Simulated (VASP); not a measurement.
# TePb (Fm-3m) in VASP: notebook

One crystal, TePb, is run at these levels: LDA, PBE; tasks: relaxation of cell and atoms.

Program: VASP 6.6.1. These are calculated values, not measurements. Logs are shortened: lines on timing, memory, paths and dates and some standing lists are left out, and cuts for length are marked.

**1. The structure**

Symmetry: Fm-3m, No. 225, cubic system. Conventional cell: a = 6.386 Å, b = 6.386 Å, c = 6.386 Å, α = 90.00°, β = 90.00°, γ = 90.00°. Around Te (site symmetry m-3m) lie 6 Pb at 3.19 Å. Around Pb (site symmetry m-3m) lie 6 Te at 3.19 Å.

**2. Relaxation of cell and atoms, LDA**

Input file INCAR:

```
SYSTEM = TePb
PREC = Accurate
ENCUT = 600
EDIFF = 1E-7
ISMEAR = 0
SIGMA = 0.03
LREAL = .False.
LASPH = .True.
NELM = 80
ALGO = Normal
ISIF = 3
LWAVE = .False.
LCHARG = .False.
GGA = CA
IBRION = 2
NSW = 90
EDIFFG = -0.005
```

Input file KPOINTS:

```
Automatic mesh
0
Gamma
  8 8 8
  0 0 0
```

Input file POSCAR:

```
TePb                                    
1.0
   -0.0000000000      3.1927848556      3.1927848556
    3.1927848556     -0.0000000000      3.1927848556
    3.1927848556      3.1927848556      0.0000000000
  Te              Pb            
     1     1
Direct
     0.5000000000000000    0.5000000000000000    0.5000000000000000
     0.0000000000000000    0.0000000000000000    0.0000000000000000
```

Potentials or basis: VASP PAW LDA potentials, release 64 (Te, Pb_d).

Command:

```bash
> cat potpaw_LDA.64/Te/POTCAR potpaw_LDA.64/Pb_d/POTCAR > POTCAR
> mpirun -np 1 vasp_std > vasp.out
```

OUTCAR:

```text
SYSTEM = TePb
   PREC = Accurate
   ENCUT = 600
   EDIFF = 1E-7
   ISMEAR = 0
   LREAL = .False.
   LASPH = .True.
   NELM = 80
   ISIF = 3
   GGA = CA
   IBRION = 2
   NSW = 90
   EDIFFG = -0.005

 ion  position               nearest neighbor table
   1  0.500  0.500  0.500-   2 3.19   2 3.19   2 3.19   2 3.19   2 3.19   2 3.19
   2  0.000  0.000  0.000-   1 3.19   1 3.19   1 3.19   1 3.19   1 3.19   1 3.19

  LATTYP: Found a face centered cubic cell.
 ALAT       =     6.3855697112

  Lattice vectors:

 A1 = (   0.0000000000,   3.1927848556,   3.1927848556)
 A2 = (   3.1927848556,   0.0000000000,   3.1927848556)
 A3 = (   3.1927848556,   3.1927848556,   0.0000000000)

Analysis of symmetry for initial positions (statically):
=====================================================================
 Subroutine PRICEL returns:
 Original cell was already a primitive cell.

 Routine SETGRP: Setting up the symmetry group for a
 face centered cubic supercell.

 Subroutine GETGRP returns: Found 48 space group operations
 (whereof 48 operations were pure point group operations)
 out of a pool of 48 trial point group operations.

The static configuration has the point symmetry O_h .

Analysis of symmetry for dynamics (positions and initial velocities):
=====================================================================
 Subroutine PRICEL returns:
 Original cell was already a primitive cell.

 Routine SETGRP: Setting up the symmetry group for a
 face centered cubic supercell.

 Subroutine GETGRP returns: Found 48 space group operations
 (whereof 48 operations were pure point group operations)
 out of a pool of 48 trial point group operations.

The dynamic configuration has the point symmetry O_h .

 Subroutine INISYM returns: Found 48 space group operations
 (whereof 48 operations are pure point group operations),
 and found     1 'primitive' translations

----------------------------------------------------------------------------------------

                                     Primitive cell

  volume of cell :      65.0937

  direct lattice vectors                    reciprocal lattice vectors
     0.000000000  3.192784856  3.192784856    -0.156603098  0.156603098  0.156603098
     3.192784856  0.000000000  3.192784856     0.156603098 -0.156603098  0.156603098
     3.192784856  3.192784856  0.000000000     0.156603098  0.156603098 -0.156603098

  length of vectors
     4.515279645  4.515279645  4.515279645     0.271244523  0.271244523  0.271244523

  position of ions in fractional coordinates (direct lattice)
     0.500000000  0.500000000  0.500000000
     0.000000000  0.000000000  0.000000000

  ion indices of the primitive-cell ions
   primitive index   ion index
                 1           1
                 2           2

----------------------------------------------------------------------------------------

 KPOINTS: Automatic mesh

Automatic generation of k-mesh.
 Grid dimensions read from file:
 generate k-points for:    8    8    8

 Generating k-lattice:

  Cartesian coordinates                     Fractional coordinates (reciprocal lattice)
    -0.019575387  0.019575387  0.019575387     0.125000000  0.000000000  0.000000000
     0.019575387 -0.019575387  0.019575387     0.000000000  0.125000000  0.000000000
     0.019575387  0.019575387 -0.019575387     0.000000000  0.000000000  0.125000000

  Length of vectors
     0.033905565  0.033905565  0.033905565

  Shift w.r.t. Gamma in fractional coordinates (k-lattice)
     0.000000000  0.000000000  0.000000000

 Subroutine IBZKPT returns following result:
 ===========================================

 Found     29 irreducible k-points:

 Following reciprocal coordinates:
            Coordinates               Weight
  0.000000  0.000000  0.000000      1.000000
  0.125000  0.000000  0.000000      8.000000
  0.250000  0.000000  0.000000      8.000000
  0.375000  0.000000  0.000000      8.000000
  0.500000  0.000000  0.000000      4.000000
  0.125000  0.125000  0.000000      6.000000
[... 16 lines left out ...]
  0.500000  0.250000  0.125000     48.000000
 -0.375000  0.250000  0.125000     24.000000
 [... further k-points ...]
   k-points           NKPTS =     29   k-points in BZ     NKDIM =     29   number of bands    NBANDS=     14
   number of dos      NEDOS =    301   number of ions     NIONS =      2
   total plane-waves  NPLWV =  46656
   dimension x,y,z NGX =    36 NGY =   36 NGZ =   36
   dimension x,y,z NGXF=    72 NGYF=   72 NGZF=   72
   ions per type =               1   1
   NGX,Y,Z   is equivalent  to a cutoff of  13.25, 13.25, 13.25 a.u.
   NGXF,Y,Z  is equivalent  to a cutoff of  26.51, 26.51, 26.51 a.u.
 SYSTEM =  TePb
   PREC   = accura    normal or accurate (medium, high low for compatibility)
   ISTART =      0    job   : 0-new  1-cont  2-samecut
   ICHARG =      2    charge: 1-file 2-atom 10-const
   ISPIN  =      1    spin polarized calculation?
   LNONCOLLINEAR =      F non collinear calculations
   LSORBIT =      F    spin-orbit coupling
   LASPH  =      T    aspherical Exc in radial PAW
   ENCUT  =  600.0 eV  44.10 Ry    6.64 a.u.   9.02  9.02  9.02*2*pi/ulx,y,z
   NELM   =     80;   NELMIN=  2; NELMDL= -5     # of ELM steps
   EDIFF  = 0.1E-06   stopping-criterion for ELM
   LREAL  =      F    real-space projection
   EDIFFG = -.5E-02   stopping-criterion for IOM
   NSW    =     90    number of steps for IOM
   IBRION =      2    ionic relax: 0-MD 1-quasi-New 2-CG
   NFREE  =      1    steps in history (QN), initial steepest desc. (CG)
   ISIF   =      3    stress and relaxation
   ISYM   =      2    0-nonsym 1-usesym 2-fastsym
   POTIM  = 0.5000    time-step for ionic-motion
   TEBEG  =    0.0;   TEEND  =   0.0 temperature during run
   PSTRESS=    0.0 pullay stress
   NELECT =      20.0000    total number of electrons
   NUPDOWN=      -1.0000    fix difference up-down
   EMIN   =  10.00;   EMAX   =-10.00  energy-range for DOS
   EFERMI =   0.00;   METHOD = LEGACY
   ISMEAR =     0;   SIGMA  =   0.03  broadening in eV -4-tet -1-fermi 0-gaus
   EFERMI_NEDOS =   21; number of points for ismear=-14 and -15
   IALGO  =     38    algorithm
   IMIX   =      4    mixing-type and parameters
     AMIX     =   0.40;   BMIX     =  1.00
     AMIX_MAG =   1.60;   BMIX_MAG =  1.00
  volume/ion in A,a.u.               =      32.55       219.64
  Fermi-wavevector in a.u.,A,eV,Ry     =   1.104685  2.087552 16.603587  1.220329
  Thomas-Fermi vector in A             =   2.241161
   LORBIT       =      0    0 simple, 1 ext, 2 COOP (PROOUT), +10 PAW based schemes
   GGA     = CA    functional components
   LHFCALC =     F    Hartree Fock is set to
   AEXX    =    0.0000 exact exchange contribution
   IVDW    =     0    specifies the selected vdW correction
   LEPSILON=     F    determine dielectric tensor
   LRPA    =     F    only Hartree local field effects (RPA)
 conjugate gradient relaxation of ions
 non-spin polarized calculation
 Gauss-broadening in eV      SIGMA  =   0.03
  energy-cutoff  :      600.00
  volume of cell :       65.09
 maximum number of plane-waves:      2200
   NGX = 17   NGY = 17   NGZ = 17

 number of electron      19.9999999 magnetization

 Free energy of the ion-electron system (eV)
  ---------------------------------------------------
  ext. energy  EPLUGINS =         0.00000000
  ---------------------------------------------------
  free energy    TOTEN  =        -8.77482627 eV

  energy without entropy =       -8.77482627  energy(sigma->0) =       -8.77482627

 E-fermi :   6.0842     XC(G=0):  -9.7317

 val. band max:        5.8959677100   @ k =   0.5000   0.0000   0.0000
 cond. band min:       6.4555623857   @ k =   0.5000   0.0000   0.0000
 fundamental gap:      0.5595946757
 Fermi energy:         6.0841549137

 k-point     1 :       0.0000    0.0000    0.0000
  band No.  band energies     occupation
      1     -10.8463      2.00000
      2     -10.8463      2.00000
      3     -10.8296      2.00000
      4     -10.8296      2.00000
      5     -10.8296      2.00000
      6      -6.4693      2.00000
      7       0.3061      2.00000
      8       4.4054      2.00000
      9       4.4054      2.00000
     10       4.4054      2.00000
     11       9.9158      0.00000
     12       9.9158      0.00000
     13       9.9158      0.00000
     14      11.5876      0.00000

 k-point     2 :       0.1250    0.0000    0.0000
  band No.  band energies     occupation
      1     -10.8485      2.00000
      2     -10.8485      2.00000
      3     -10.8292      2.00000
      4     -10.8271      2.00000
      5     -10.8271      2.00000
      6      -6.3286      2.00000
      7      -0.1791      2.00000
      8       4.4483      2.00000
      9       4.4483      2.00000
     10       4.6848      2.00000
     11       9.1173      0.00000
     12       9.2988      0.00000
     13       9.2988      0.00000
     14      11.3927      0.00000

 k-point     3 :       0.2500    0.0000    0.0000
  band No.  band energies     occupation
      1     -10.8547      2.00000
      2     -10.8547      2.00000
      3     -10.8283      2.00000
      4     -10.8201      2.00000
      5     -10.8201      2.00000
      6      -5.9221      2.00000
      7      -1.2434      2.00000
      8       4.5819      2.00000
      9       4.5819      2.00000
     10       5.1778      2.00000
     11       7.9114      0.00000
     12       8.2360      0.00000
     13       8.2360      0.00000
     14      11.7125      0.00000
[... 324 lines left out ...]
 k-point    23 :       0.5000    0.2500    0.1250
  band No.  band energies     occupation
      1     -10.8801      2.00000
      2     -10.8530      2.00000
      3     -10.8268      2.00000
      4     -10.8137      2.00000
      5     -10.8087      2.00000
      6      -5.0490      2.00000
      7      -2.2493      2.00000
      8       2.8577      2.00000
      9       3.5816      2.00000
     10       5.1046      2.00000
     11       7.4828      0.00000
     12       8.9647      0.00000
     13      10.1203      0.00000
     14      11.6046      0.00000

 k-point    24 :      -0.3750    0.2500    0.1250
  band No.  band energies     occupation
      1     -10.8822      2.00000
      2     -10.8559      2.00000
      3     -10.8227      2.00000
      4     -10.8159      2.00000
      5     -10.8061      2.00000
      6      -4.7237      2.00000
      7      -2.6602      2.00000
      8       2.8996      2.00000
      9       3.1252      2.00000
     10       5.3769      2.00000
     11       7.0766      0.00000
     12       9.4234      0.00000
     13       9.9248      0.00000
     14      12.6201      0.00000

 [... further k-points ...]
[... 5 lines left out ...]
  --------------------------------------------------------------------------------------
  -------------------------------------------------------------------------------------
  Total       -0.0065762     -0.0065762     -0.0065762      0.0000000     -0.0000000      0.0000000
  in kB       -0.1618630     -0.1618630     -0.1618630      0.0000000     -0.0000000      0.0000000
  external PRESSURE =      -0.1618630 kB  Pullay stress =       0.0000000 kB

 VOLUME and BASIS-vectors are now :
 -----------------------------------------------------------------------------
  energy-cutoff  :      600.00
  volume of cell :       65.09
      direct lattice vectors                 reciprocal lattice vectors
     0.000000000  3.192784856  3.192784856    -0.156603098  0.156603098  0.156603098
     3.192784856  0.000000000  3.192784856     0.156603098 -0.156603098  0.156603098
     3.192784856  3.192784856  0.000000000     0.156603098  0.156603098 -0.156603098

 POSITION                                       TOTAL-FORCE (eV/Angst)
 -----------------------------------------------------------------------------------
      3.19278      3.19278      3.19278         0.000000      0.000000      0.000000
      0.00000      0.00000      0.00000         0.000000      0.000000     -0.000000
 -----------------------------------------------------------------------------------
    total drift:                               -0.000000      0.000000      0.000000

  FREE ENERGIE OF THE ION-ELECTRON SYSTEM (eV)
  ---------------------------------------------------
  free  energy   TOTEN  =        -8.7748262674 eV

  energy  without entropy=       -8.7748262674  energy(sigma->0) =       -8.77482627

 reached required accuracy - stopping structural energy minimisation
```

It took 10 s on 1 thread of Intel Xeon 6975P-C (Granite Rapids), shared host; peak memory 0.19 GiB.

What came out:

- Free energy: -8.7748 eV
- Pressure after relaxing: 0.0 GPa
- Band gap on the k mesh: 0.56 eV, direct

Final structure:
```
Te Pb
1.0
     0.00000    3.19278    3.19278
     3.19278    0.00000    3.19278
     3.19278    3.19278    0.00000
Te Pb
1 1
Direct
  0.50000 0.50000 0.50000
  0.00000 0.00000 0.00000
```

Caveat: the relaxation stopped at its first step, so nothing moved; spin-orbit coupling is left out, which as a rule narrows the gap of such compounds by several tenths of an eV. A k mesh can miss the band edges.

**3. Relaxation of cell and atoms, PBE**

This run uses another cell than the first one, of 33.73 Å³/atom, 1.036 times its volume.

Input file INCAR:

```
ALGO     = Normal         # electronic algorithm
EDIFF    = 1E-6           # SCF threshold, eV
EDIFFG   = -0.01          # ionic threshold
ENCUT    = 600            # plane-wave cutoff, eV
GGA      = PE             # functional
IBRION   = 2              # ionic algorithm
ISIF     = 3              # what is computed and relaxed
ISMEAR   = 0              # smearing method
LASPH    = T              # aspherical terms in the spheres
LCHARG   = F              # write CHGCAR
LREAL    = F              # projectors in reciprocal space
LWAVE    = F              # write WAVECAR
NELM     = 80             # most SCF steps
NSW      = 90             # ionic steps
PREC     = Accurate       # precision mode
SIGMA    = 0.03           # smearing width, eV
```

Input file KPOINTS:

```
k-points
0
Gamma
  8 8 8
```

Input file POSCAR:

```
TePb
1.0
    0.0000000000      3.2310000000      3.2310000000
    3.2310000000      0.0000000000      3.2310000000
    3.2310000000      3.2310000000      0.0000000000
Te Pb
1 1
Direct
    0.5000000000      0.5000000000      0.5000000000
    0.0000000000      0.0000000000      0.0000000000
```

Potentials or basis: VASP PAW PBE potentials, release 64 (Te, Pb_d).

Command:

```bash
> cat potpaw_PBE.64/Te/POTCAR potpaw_PBE.64/Pb_d/POTCAR > POTCAR
> mpirun -np 1 vasp_std > vasp.out
```

Run time: 60 s. Hardware: 1 thread of Intel Xeon Platinum 8488C (Sapphire Rapids), shared host; peak memory 0.26 GiB.

It converged, with:

```yaml
Free_energy: -7.5227 eV
Relaxed_volume: 35.42 Å³/atom
Relaxed_cell: a = 4.644 Å, b = 4.644 Å, c = 4.644 Å, α = 60.00°, β = 60.00°, γ = 60.00°
Space_group_after_relaxing_to_0.05_Å: Fm-3m (No. 225)
Energy_gained_by_relaxing: 10.7 meV/atom
Ionic_steps: 3
Pressure_after_relaxing: 0.0 GPa
Band_gap_on_the_k_mesh: 0.83 eV, direct
```

The path:
| step | energy change (eV) | largest force (eV/Å) | pressure (GPa) | volume (Å³) |
| --- | --- | --- | --- | --- |
| 1 | 0.0000 | 0.0000 | 2.10 | 67.46 |
| 2 | -0.0196 | 0.0000 | -0.55 | 71.87 |
| 3 | -0.0214 | 0.0000 | 0.00 | 70.84 |

Final structure:
```cif
data_structure
_symmetry_space_group_name_H-M 'P 1'
_symmetry_Int_Tables_number 1
_cell_length_a 4.6444
_cell_length_b 4.6444
_cell_length_c 4.6444
_cell_angle_alpha 60.000
_cell_angle_beta 60.000
_cell_angle_gamma 60.000
_cell_volume 70.84
loop_
_atom_site_label
_atom_site_type_symbol
_atom_site_fract_x
_atom_site_fract_y
_atom_site_fract_z
_atom_site_occupancy
Te1 Te 0.50000 0.50000 0.50000 1
Pb1 Pb 0.00000 0.00000 0.00000 1
```

Levels at points of the mesh, in eV from the valence-band top:
```
           k point  band 6  band 7  band 8  band 9  band 10  band 11  band 12  band 13  band 14
(0.00, 0.00, 0.00)  -11.62   -5.71   -1.16   -1.16    -1.16     4.03     4.03     4.03     5.91
(0.50, 0.00, 0.00)  -10.31   -8.33   -0.73   -0.73     0.00     0.83     1.39     1.39     8.34
(0.50, 0.50, 0.00)  -10.11   -7.22   -4.11   -2.52    -2.52     3.51     5.31     5.31     6.44
```

Caveat: spin-orbit coupling is left out, which as a rule narrows the gap of such compounds by several tenths of an eV. PBE usually gives volumes a little too large and moduli too small.
